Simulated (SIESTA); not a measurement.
## Co under changes of volume

One of the cells (10.853 Å³/atom); the others are scaled copies at fixed shape and fractional positions:

```xyz
2
Lattice="2.4884 0.0000 0.0000 -1.2442 2.1550 0.0000 0.0000 0.0000 4.0478" Properties=species:S:1:pos:R:3 pbc="T T T"
Co    1.2442    0.7183    3.0358
Co    0.0000    1.4367    1.0119
```

| Property | Result |
| --- | --- |
| Program | SIESTA 5.4.2 |
| Functional | PBEsol |
| Potentials or basis | PseudoDojo 0.4 standard (PBEsol files) |
| Basis | DZP (energy shift 0.003 Ry; two zetas on semicore shells) |
| Grid cutoff | 800 Ry |
| Energy shift | 0.003 Ry |
| k mesh | 12 × 12 × 7 |
| Occupations | fermi-dirac, width 0.05 eV |
| Spin | collinear spin, ferromagnetic start |
| Starting moments | [2.0, 2.0] μB |

```csv
volume (Å³/atom),energy over the lowest point (meV/atom),pressure (GPa),moment (μB per cell)
10.002,9.70,9.2,3.03
10.215,?,?,?
10.427,0.00,-0.6,3.14
10.853,14.18,-10.1,3.24
11.066,30.09,-13.5,3.28
11.279,50.09,-16.6,3.31
```

Q: What does the run at 10.215 Å³/atom give?

A: Energy over the lowest point 1.63 meV/atom; pressure 3.7 GPa; moment 3.08 μB per cell.

Worked out: A Birch-Murnaghan fit of order 3 (a polynomial in V^(-2/3)) to the other rows has its minimum at 10.38 Å³/atom with B0 = V·E''(V) = 226 GPa (rough, since the energies scatter) at fixed shape and positions, which overstates the stiffness. It gives 1.58 meV/atom at 10.215 Å³/atom, against the run's 1.63, and -dE/dV = 3.6 GPa, against 3.7. A parabola through the other rows of the moment, of slope 0.27 μB per Å³/atom there, gives 3.09 μB, against the run's 3.08.

Energies are extrapolated to zero smearing.

Caveats: short orbitals over semicore shells can move pressures by several GPa; the basis of atomic orbitals isn't converged, which shifts pressures, moduli and gaps.
